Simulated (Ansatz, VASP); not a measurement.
# AlN in VASP and in Ansatz

The input INCAR:

```
PREC     = Accurate       # precision mode
ENCUT    = 520            # plane-wave cutoff, eV
EDIFF    = 1E-6           # SCF threshold, eV
ISMEAR   = 0              # smearing method
SIGMA    = 0.05           # smearing width, eV
LREAL    = F              # projectors in reciprocal space
LASPH    = T              # aspherical terms in the spheres
NELM     = 80             # most SCF steps
ALGO     = Normal         # electronic algorithm
ISIF     = 2              # what is computed and relaxed
LWAVE    = F              # write WAVECAR
LCHARG   = F              # write CHGCAR
GGA      = PE             # functional
NBANDS   = 16             # bands
```

KPOINTS

```
regular mesh
0
Gamma
  9 9 6
```

File POSCAR:

```
AlN
1.0
    3.1892000000      0.0000000000      0.0000000000
   -1.5946000000      2.7619282177      0.0000000000
    0.0000000000      0.0000000000      4.3132000000
Al N
2 2
Direct
    0.3333333333      0.6666666667      0.7500000000
    0.6666666667      0.3333333333      0.2500000000
    0.3333333333      0.6666666667      0.2500000000
    0.6666666667      0.3333333333      0.7500000000
```

Input for Ansatz:

```yaml
crystal:
  lattice:
    - [3.1892, 0.0, 0.0]
    - [-1.5946, 2.7619282177, 0.0]
    - [0.0, 0.0, 4.3132]
  atoms:
    - { symbol: Al, position: [0.3333333333, 0.6666666667, 0.75] }
    - { symbol: Al, position: [0.6666666667, 0.3333333333, 0.25] }
    - { symbol: "N", position: [0.3333333333, 0.6666666667, 0.25] }
    - { symbol: "N", position: [0.6666666667, 0.3333333333, 0.75] }
basis:
  ecutwfc: 520.0
kpoints:
  mp_grid: { grid: [9, 9, 6] }
hamiltonian:
  xc: pbe
  pseudopotentials: { kind: paw, azcp: { folder: soft_1 } }
scf:
  occupations: { method: gaussian, width: 0.05 }
output:
  forces: true
  stress: true
  eigenvalues: true
```

Alike in both runs: task single point; functional PBE; k mesh 9 × 9 × 6; occupations gaussian, width 0.05 eV; no spin polarisation.

|  | VASP | Ansatz |
| --- | --- | --- |
| version | VASP 6.6.1 | Ansatz 0.2.0 |
| potentials or method | VASP PAW PBE potentials, release 64 (Al, N) | scalar-relativistic, plane waves, PAW |
| plane-wave cutoff (eV) | 520 | 520 |
| valence electrons in the cell | 16 | 16 |

```csv
,VASP,Ansatz,Ansatz less VASP
gap on the k mesh at the Fermi level (eV),3.49,3.47,-0.014
least direct gap on the mesh (eV),3.49,3.47,-0.014
pressure (GPa),14.4,14.5,+0.16
largest component of the traceless stress (GPa),11.88,11.96,+0.086
```
